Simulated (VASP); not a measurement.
## A VASP 6.6.1 single-point calculation on Mg2Si

INCAR

```
EDIFF = 1E-7
ISMEAR = -1
METAGGA = MBJ
ENCUT = 520
IVDW = 12
LCHARG = .FALSE.
PREC = Accurate
IBRION = -1
LWAVE = .FALSE.
SIGMA = 0.02
NSW = 0
ISIF = 2
NBANDS = 11
NELM = 120
LASPH = .TRUE.
LREAL = .FALSE.
```

KPOINTS

```
KPOINTS created by Atomic Simulation Environment
0
Gamma
5 5 5
0 0 0
```

POSCAR

```
Si Mg
 1.0000000000000000
     0.0000000000000000    3.1689631854572040    3.1689631854572040
     3.1689631854572040    0.0000000000000000    3.1689631854572040
     3.1689631854572040    3.1689631854572040    0.0000000000000000
 Si  Mg
   1   2
Cartesian
 -0.0000000000000000 -0.0000000000000000  0.0000000000000000
  1.5844815927286025  1.5844815927286025  1.5844815927286025
  4.7534447781858065  4.7534447781858056  4.7534447781858056
```

The recommended PBE PAW datasets give the neutral cell 8 valence electrons.

Command

```
mpirun -np 1 vasp_std
```

Standard output (part)

```
POSCAR found type information on POSCAR SiMg
 POSCAR found :  2 types and       3 ions
|     EEEEEEE  RRRRRR   RRRRRR   OOOOOOO  RRRRRR      ###     ###     ###     |
|     E        R     R  R     R  O     O  R     R     ###     ###     ###     |
|     E        R     R  R     R  O     O  R     R     ###     ###     ###     |
|     EEEEE    RRRRRR   RRRRRR   O     O  RRRRRR       #       #       #      |
|     E        R    R   R    R   O     O  R    R      ###     ###     ###     |
|     EEEEEEE  R     R  R     R  OOOOOOO  R     R     ###     ###     ###     |
|     Unsupported xc functional, please specify VDW_S6, VDW_S8, VDW_A1        |
|     and VDW_A2 in the INCAR file.                                           |
|       ---->  I REFUSE TO CONTINUE WITH THIS SICK JOB ... BYE!!! <----       |
```

VASP stopped before the first electronic step.

The run took about 0.8 s on one core of a shared host (Intel Xeon Platinum 8488C).
